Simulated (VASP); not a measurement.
# PtS2 in VASP: notebook

The runs below take PtS2 through single point, with PBE.

Program: VASP 6.6.1. These are calculated values, not measurements. Logs are shortened: lines on timing, memory, paths and dates and some standing lists are left out, and cuts for length are marked.

## 1. Starting point

The cell holds a slab with vacuum, 3 atoms: a = 3.543 Å, b = 3.543 Å, c = 17.288 Å, α = 90.00°, β = 90.00°, γ = 120.00°.

## 2. Single point, PBE

Contents of INCAR:

```
SYSTEM = PtS2
ALGO = Normal
DIPOL = 0.5 0.5 0.500
EDIFF = 1E-7
ENCUT = 650
GGA = PE
IDIPOL = 3
ISIF = 2
ISMEAR = 0
LASPH = .TRUE.
LCHARG = .FALSE.
LDIPOL = .TRUE.
LREAL = .FALSE.
LVACPOTAV = .TRUE.
LVHAR = .TRUE.
LWAVE = .FALSE.
NBANDS = 22
NELM = 120
PREC = Accurate
SIGMA = 0.05
```

Contents of KPOINTS:

```
k-points
0
G
  9 9 1
  0 0 0
```

Contents of POSCAR:

```
PtS2
1.0
    3.5432000000      0.0000000000      0.0000000000
   -1.7716000000      3.0685012100      0.0000000000
    0.0000000000      0.0000000000     17.2876152000
S Pt
2 1
Direct
    0.6666666667      0.3333333333      0.4338365884
    0.3333333333      0.6666666667      0.5661634116
    0.0000000000      0.0000000000      0.5000000000
```

Potentials or basis: VASP PAW PBE potentials, release 64 (S, Pt).

Launch:

```console
$ cat potpaw_PBE.64/S/POTCAR potpaw_PBE.64/Pt/POTCAR > POTCAR
$ mpirun -np 1 vasp_std > vasp.out
```

OUTCAR:

```text
SYSTEM = PtS2
   EDIFF = 1E-7
   ENCUT = 650
   GGA = PE
   ISIF = 2
   ISMEAR = 0
   LASPH = .TRUE.
   LREAL = .FALSE.
   NELM = 120
   PREC = Accurate

 Found     12 irreducible k-points:

 Following reciprocal coordinates:
            Coordinates               Weight
  0.000000  0.000000  0.000000      1.000000
  0.111111 -0.000000  0.000000      6.000000
  0.222222  0.000000  0.000000      6.000000
  0.333333 -0.000000  0.000000      6.000000
  0.444444  0.000000  0.000000      6.000000
  0.111111  0.111111  0.000000      6.000000
   k-points           NKPTS =     12   k-points in BZ     NKDIM =     12   number of bands    NBANDS=     22
   number of dos      NEDOS =    301   number of ions     NIONS =      3
   total plane-waves  NPLWV = 129600
   dimension x,y,z NGX =    30 NGY =   30 NGZ =  144
   dimension x,y,z NGXF=    60 NGYF=   60 NGZF=  288
   ions per type =               2   1
   NGX,Y,Z   is equivalent  to a cutoff of  14.08, 14.08, 13.85 a.u.
   NGXF,Y,Z  is equivalent  to a cutoff of  28.15, 28.15, 27.70 a.u.
 SYSTEM =  PtS2
   PREC   = accura    normal or accurate (medium, high low for compatibility)
   ISTART =      0    job   : 0-new  1-cont  2-samecut
   ICHARG =      2    charge: 1-file 2-atom 10-const
   ISPIN  =      1    spin polarized calculation?
   LNONCOLLINEAR =      F non collinear calculations
   LSORBIT =      F    spin-orbit coupling
   LASPH  =      T    aspherical Exc in radial PAW
   ENCUT  =  650.0 eV  47.77 Ry    6.91 a.u.   7.37  7.37 35.94*2*pi/ulx,y,z
   NELM   =    120;   NELMIN=  2; NELMDL= -5     # of ELM steps
   EDIFF  = 0.1E-06   stopping-criterion for ELM
   LREAL  =      F    real-space projection
   EDIFFG = 0.1E-05   stopping-criterion for IOM
   NSW    =      0    number of steps for IOM
   IBRION =     -1    ionic relax: 0-MD 1-quasi-New 2-CG
   NFREE  =      0    steps in history (QN), initial steepest desc. (CG)
   ISIF   =      2    stress and relaxation
   ISYM   =      2    0-nonsym 1-usesym 2-fastsym
   POTIM  = 0.5000    time-step for ionic-motion
   TEBEG  =    0.0;   TEEND  =   0.0 temperature during run
   PSTRESS=    0.0 pullay stress
   NELECT =      22.0000    total number of electrons
   NUPDOWN=      -1.0000    fix difference up-down
   EMIN   =  10.00;   EMAX   =-10.00  energy-range for DOS
   EFERMI =   0.00;   METHOD = LEGACY
   ISMEAR =     0;   SIGMA  =   0.05  broadening in eV -4-tet -1-fermi 0-gaus
   EFERMI_NEDOS =   21; number of points for ismear=-14 and -15
   IALGO  =     38    algorithm
   IMIX   =      4    mixing-type and parameters
     AMIX     =   0.40;   BMIX     =  1.00
     AMIX_MAG =   1.60;   BMIX_MAG =  1.00
  volume/ion in A,a.u.               =      62.65       422.80
  Fermi-wavevector in a.u.,A,eV,Ry     =   0.800811  1.513313  8.725393  0.641298
  Thomas-Fermi vector in A             =   1.908178
   LORBIT       =      0    0 simple, 1 ext, 2 COOP (PROOUT), +10 PAW based schemes
   GGA     = PE    functional components
   LHFCALC =     F    Hartree Fock is set to
   AEXX    =    0.0000 exact exchange contribution
   IVDW    =     0    specifies the selected vdW correction
   LEPSILON=     F    determine dielectric tensor
   LRPA    =     F    only Hartree local field effects (RPA)
 non-spin polarized calculation
 Gauss-broadening in eV      SIGMA  =   0.05
  energy-cutoff  :      650.00
  volume of cell :      187.96
 maximum number of plane-waves:      7121
 NGX is ok and might be reduce to    30
   NGX = 15   NGY = 15   NGZ = 71

 dipolmoment           0.000000      0.000000     -0.000000 electrons x Angstroem

 number of electron      22.0000000 magnetization

 dipolmoment           0.000000      0.000000      0.000000 electrons x Angstroem

 Free energy of the ion-electron system (eV)
  ---------------------------------------------------
  ext. energy  EPLUGINS =         0.00000000
  ---------------------------------------------------
  free energy    TOTEN  =       -15.32277219 eV

  energy without entropy =      -15.32277219  energy(sigma->0) =      -15.32277219

 E-fermi :  -2.4922     XC(G=0):  -3.6943

 val. band max:       -2.7242826999   @ k =   0.2222   0.1111   0.0000
 cond. band min:      -0.8575260802   @ k =   0.2222   0.0000   0.0000
 fundamental gap:      1.8667566196
 Fermi energy:        -2.4921980171

 k-point     1 :       0.0000    0.0000    0.0000
  band No.  band energies     occupation
      1     -17.3253      2.00000
      2     -14.5526      2.00000
      3      -8.9624      2.00000
      4      -8.9624      2.00000
      5      -8.1755      2.00000
      6      -5.9278      2.00000
      7      -5.9278      2.00000
      8      -3.4212      2.00000
      9      -3.3703      2.00000
     10      -3.1414      2.00000
     11      -3.1414      2.00000
     12       0.7930      0.00000
     13       0.7930      0.00000
     14       2.7508      0.00000
     15       2.8986      0.00000
     16       3.6103      0.00000
     17       3.9550      0.00000
     18       5.2641      0.00000
     19       5.5604      0.00000
     20       5.9056      0.00000
     21       5.9056      0.00000
     22       7.5630      0.00000

 k-point     2 :       0.1111   -0.0000    0.0000
  band No.  band energies     occupation
      1     -17.1601      2.00000
      2     -14.6231      2.00000
      3      -8.8968      2.00000
      4      -8.8512      2.00000
      5      -8.0410      2.00000
      6      -6.1748      2.00000
      7      -6.0566      2.00000
      8      -4.1304      2.00000
      9      -3.1556      2.00000
     10      -3.0849      2.00000
     11      -2.7707      2.00000
     12       0.0251      0.00000
     13       0.5587      0.00000
     14       3.0570      0.00000
     15       3.2497      0.00000
     16       4.0770      0.00000
     17       4.2348      0.00000
     18       5.1609      0.00000
     19       5.6827      0.00000
     20       6.0381      0.00000
     21       6.4704      0.00000
     22       7.7604      0.00000

 k-point     3 :       0.2222    0.0000    0.0000
  band No.  band energies     occupation
      1     -16.6997      2.00000
      2     -14.7969      2.00000
      3      -8.7140      2.00000
      4      -8.5697      2.00000
      5      -7.7204      2.00000
      6      -6.8720      2.00000
      7      -6.2527      2.00000
      8      -4.7845      2.00000
      9      -3.2198      2.00000
     10      -2.9616      2.00000
     11      -2.7738      2.00000
     12      -0.8575      0.00000
     13       0.2905      0.00000
     14       3.5395      0.00000
     15       3.8411      0.00000
     16       4.0111      0.00000
     17       4.9435      0.00000
     18       5.6405      0.00000
     19       6.0403      0.00000
     20       7.1073      0.00000
     21       7.6374      0.00000
     22       7.7457      0.00000

 k-point     4 :       0.3333   -0.0000    0.0000
  band No.  band energies     occupation
      1     -16.0727      2.00000
      2     -14.9842      2.00000
      3      -8.8299      2.00000
      4      -8.2881      2.00000
      5      -7.7003      2.00000
      6      -6.9021      2.00000
      7      -6.1730      2.00000
      8      -5.0066      2.00000
      9      -3.9193      2.00000
     10      -3.8514      2.00000
     11      -3.1048      2.00000
     12      -0.4763      0.00000
     13       0.3668      0.00000
     14       3.0441      0.00000
     15       4.7233      0.00000
     16       4.7768      0.00000
     17       5.2718      0.00000
     18       6.0071      0.00000
     19       6.7066      0.00000
     20       7.7821      0.00000
     21       7.9285      0.00000
     22       8.0618      0.00000

 k-point     5 :       0.4444    0.0000    0.0000
  band No.  band energies     occupation
      1     -15.5736      2.00000
      2     -15.0906      2.00000
      3      -9.4654      2.00000
      4      -8.1669      2.00000
      5      -7.2013      2.00000
      6      -6.6619      2.00000
      7      -5.6279      2.00000
      8      -5.1044      2.00000
      9      -4.7578      2.00000
     10      -4.5352      2.00000
     11      -3.8507      2.00000
     12       0.1685      0.00000
     13       0.5359      0.00000
     14       3.0113      0.00000
     15       4.2542      0.00000
     16       5.6479      0.00000
     17       6.0169      0.00000
     18       6.9541      0.00000
     19       7.1034      0.00000
     20       7.3991      0.00000
     21       7.5479      0.00000
     22       8.0382      0.00000

 k-point     6 :       0.1111    0.1111    0.0000
  band No.  band energies     occupation
      1     -16.8464      2.00000
      2     -14.7450      2.00000
      3      -8.7588      2.00000
      4      -8.6610      2.00000
      5      -7.8089      2.00000
      6      -6.4614      2.00000
      7      -6.4376      2.00000
      8      -4.6784      2.00000
      9      -3.1255      2.00000
     10      -2.8198      2.00000
     11      -2.8066      2.00000
     12      -0.5395      0.00000
     13       0.0299      0.00000
     14       3.5473      0.00000
     15       3.6780      0.00000
     16       4.6994      0.00000
     17       4.7905      0.00000
     18       4.8271      0.00000
     19       5.8476      0.00000
     20       6.5448      0.00000
     21       7.5851      0.00000
     22       8.0161      0.00000

 [... further k-points ...]

------------------------ aborting loop because EDIFF is reached ----------------------------------------

  FORCE on cell =-STRESS in cart. coord.  units (eV):
  Direction    XX          YY          ZZ          XY          YZ          ZX
  --------------------------------------------------------------------------------------
  -------------------------------------------------------------------------------------
  Total        3.5131714      3.5131714      3.0963707      0.0000000      0.0000000      0.0000000
  in kB       29.9469683     29.9469683     26.3940767      0.0000000      0.0000000      0.0000000
  external PRESSURE =      28.7626711 kB  Pullay stress =       0.0000000 kB

 VOLUME and BASIS-vectors are now :
 -----------------------------------------------------------------------------
  energy-cutoff  :      650.00
  volume of cell :      187.96
      direct lattice vectors                 reciprocal lattice vectors
     3.543200000  0.000000000  0.000000000     0.282230752  0.162946001  0.000000000
    -1.771600000  3.068501210  0.000000000     0.000000000  0.325892001  0.000000000
     0.000000000  0.000000000 17.287615200     0.000000000  0.000000000  0.057844878

 POSITION                                       TOTAL-FORCE (eV/Angst)
 -----------------------------------------------------------------------------------
      1.77160      1.02283      7.50000        -0.000000      0.000000     -1.354783
     -0.00000      2.04567      9.78762        -0.000000     -0.000000      1.354783
      0.00000      0.00000      8.64381         0.000000      0.000000      0.000000
 -----------------------------------------------------------------------------------
    total drift:                                0.000000      0.000000      0.000000

  FREE ENERGIE OF THE ION-ELECTRON SYSTEM (eV)
  ---------------------------------------------------
  free  energy   TOTEN  =       -15.3227721902 eV

  energy  without entropy=      -15.3227721902  energy(sigma->0) =      -15.32277219

 vacuum level on the upper side and lower side of the slab         3.579         3.579
```

It took 80 s on 1 thread of AMD EPYC 9R45 (Zen 5), shared host; peak memory 0.33 GiB.

These settings aren't checked as converged: the numbers below hold their error.

Results:

- Free energy: -15.3228 eV
- Largest force: 1.355 eV/Å
- Band gap on the k mesh: 1.87 eV, indirect (least direct gap 1.92 eV)
- Ionisation potential of the upper face: 6.30 eV

Caveat: spin-orbit coupling is left out, which moves the levels of the heavy elements.

## 3. Single point, PBE

This run uses another cell than the first one, of 51.78 Å³/atom, 0.826 times its volume.

Edit INCAR of step 2 so:

```diff
@@ -4,3 +4,3 @@
 EDIFF = 1E-7
-ENCUT = 650
+ENCUT = 340
 GGA = PE
```

Contents of KPOINTS:

```
k-points
0
G
  3 3 1
  0 0 0
```

Contents of POSCAR:

```
PtS2
1.0
    3.5432000000      0.0000000000      0.0000000000
   -1.7716000000      3.0685012100      0.0000000000
    0.0000000000      0.0000000000     14.2876152000
S Pt
2 1
Direct
    0.6666666667      0.3333333333      0.4199441206
    0.3333333333      0.6666666667      0.5800558794
    0.0000000000      0.0000000000      0.5000000000
```

Potentials or basis: VASP PAW PBE potentials, release 64 (S, Pt).

Launch:

```console
$ cat potpaw_PBE.64/S/POTCAR potpaw_PBE.64/Pt/POTCAR > POTCAR
$ mpirun -np 1 vasp_std > vasp.out
```

Wall time 14 s (1 thread of AMD EPYC 9R45 (Zen 5), shared host); peak memory 0.17 GiB.

These settings aren't checked as converged: the numbers below hold their error.

What came out:

| Item | Value |
| --- | --- |
| Free energy | -15.4077 eV |
| Largest force | 1.317 eV/Å |
| Band gap on the k mesh | 2.63 eV, direct |
| Ionisation potential of the upper face | 6.59 eV |

Caveat: the k mesh is coarse (spacing up to 0.68 Å⁻¹), so the values aren't converged; spin-orbit coupling is left out, which moves the levels of the heavy elements.

(Continued in part 2 of 2.)
